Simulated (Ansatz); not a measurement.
# Hg: pressure against volume

Hg, P6_3/mmc, a = 3.337 Å, c = 10.588 Å. This isn't the element's structure at ambient conditions. Ansatz: PBE+D3(BJ), PAW, 420 eV, Γ-centred 15×15×4 mesh on 4 atoms, Gaussian smearing 0.10 eV; no spin polarisation. Shape and atoms are relaxed at each volume; pressure is positive in compression.

| V (Å³/atom) | P (GPa) |
| --- | --- |
| 22.471 | ? |
| 23.237 | 2.38 |
| 24.003 | 1.33 |
| 24.769 | 0.66 |
| 25.535 | 0.01 |
| 26.301 | -0.56 |
| 27.067 | -0.85 |
| 28.089 | -1.12 |

Problem. Take V0 = 25.535 Å³/atom, count pressures from its P0 = 0.01 GPa, fit the third-order Birch–Murnaghan form to the other rows, and predict the missing pressure.

Solution. With the Eulerian strain f = ½[(V0/V)^(2/3) − 1] and y = (P − P0)/[3f(1 + 2f)^(5/2)], the form is the line y = B0 + 1.5 B0 (B0′ − 4) f. Rows (f, y): 0.03244, 20.81; 0.02105, 18.86; 0.01026, 20.07; -0.00976, 20.45; -0.01905, 16.58; -0.03079, 14.34. Means f = 0.0006917, y = 18.518; Σ(Δf)² = 0.003004, ΣΔfΔy = 0.2442; the slope is their ratio. y = 18.46 + 81.28 f GPa, so B0 = 18.5 GPa and B0′ = 4 + 2 × (81.28)/(3 × 18.46) = 6.94. At V = 22.471, f = 0.04448, y = 22.075 and P = 3.66 GPa. The run gave 3.89 GPa, so the fit is 0.23 GPa too low, 4.6 % of the span of the series, against an rms of 0.07 GPa on the fitted rows. The row lies outside the fitted range. A fourth-order term fitted to the same rows gives P = 3.05 GPa at this row's volume (the line 3.66, the run 3.89), no gain.

Spin–orbit coupling is left out, which can shift energies with elements as heavy as these.